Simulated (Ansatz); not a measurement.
Wanted: the native input for an Ansatz 0.2.0 run.

```yaml
Task: single point
Functional: r2SCAN0 form with a typed share of exact exchange
Potentials_or_basis: Ansatz PAW
Cutoff: "500 eV (not typed: the program's choice for these potentials)"
k_mesh: 6 × 6 × 4
Occupations: fermi-dirac, width 0.05 eV
Spin: collinear spin, ferromagnetic start
Starting_moments: "[4.0, 0.0, 0.0] μB"
Share_of_exact_exchange: 0.5
```

MnO2:

```
CELL_PARAMETERS angstrom
2.85658 0.00000 0.00000
-1.42829 2.47387 0.00000
0.00000 0.00000 4.60137
ATOMIC_POSITIONS crystal
Mn 0.00000 0.00000 0.50000
O 0.33333 0.66667 0.70629
O 0.66667 0.33333 0.29371
```

Measurements of this composition are mostly on another form, of space group No. 136.

One way to write it, as run:

input.yaml

```yaml
crystal:
  lattice:
    - [2.8565781804, 0.0, 0.0]
    - [-1.4282890902, 2.4738692722, 0.0]
    - [0.0, 0.0, 4.6013740589]
  atoms:
    - { symbol: Mn, position: [0.0, 0.0, 0.5], spin: 4.0 }
    - { symbol: O, position: [0.3333333333, 0.6666666667, 0.70629257] }
    - { symbol: O, position: [0.6666666667, 0.3333333333, 0.29370743] }
hamiltonian:
  xc: { exchange: r2scan, correlation: r2scan, exx: { coeff: 0.5 } }
  pseudopotentials: { kind: paw }
magnetization:
  spin_polarized: true
kpoints:
  mp_grid: { grid: [6, 6, 4] }
scf:
  occupations: { method: fermi_dirac, width: 0.05 }
output:
  forces: true
  stress: true
  eigenvalues: true
```

Potentials or basis: Ansatz PAW.

Launch:

```console
$ ansatz run input.yaml --threads 2 --pin off --max-ram 5632MiB --backend cpu --events-out ev --progress --plain --runs-dir out
```

Results of the run:

- Pressure: -11.1 GPa
- Largest force: 1.105 eV/Å
- Band gap on the k mesh: 6.34 eV, indirect (least direct gap 6.70 eV)
- Net moment: 3.00 μB per cell
- Absolute moment: 3.53 μB per cell
- Site moments: Mn +2.86; O -0.11 μB

Caveat: the k mesh is coarse (spacing up to 0.42 Å⁻¹), so the values aren't converged, least of all with exact exchange; the magnetic or orbital state may not be the lowest; the pressure holds a Pulay correction of +0.4 GPa for the finite cutoff; a cell with one magnetic atom can't hold antiferromagnetic order, which such compounds often take; the PAW data sets come from PBE, with cores solved anew for the run's functional, which leaves a small shift of forces and pressure; forces of over 1 eV/Å show positions far from the minimum, so gaps and moduli don't describe the material at rest; the thresholds are loose for stress.

It took 110 s on 2 threads of Arm Neoverse N1, with other jobs on the host, peak memory 1.2 GiB.
